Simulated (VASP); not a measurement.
Consider the following.

```
CELL_PARAMETERS angstrom
      0.00000     3.03188     3.03188
      3.03188     0.00000     3.03188
      3.03188     3.03188     0.00000
ATOMIC_POSITIONS crystal
  Zn 0.00000 0.00000 0.00000
  Te 0.25000 0.25000 0.25000
```

Method: PBEsol GGA, VASP's PBE PAW potentials (set 64) (plane waves; VASP). Numerical set-up: 400 eV cut-off, Gaussian smearing of 0.050 eV, potentials Zn Te.

Unless said otherwise, spin-orbit coupling is left out, though it shifts the bands of the heavy elements here.

### Question
Estimate the band gap (along the path) with the smallest direct gap where there is one.

### Answer

The band gap (along the path) is 1.25 eV and the smallest direct gap (along the path) comes out as 1.25 eV.

The absolute energy has meaning only against runs of the same code, potentials and settings.

The structure was generated: ZnTe was put into the zinc blende type (F-43m), which need not be its known phase. It was relaxed first.
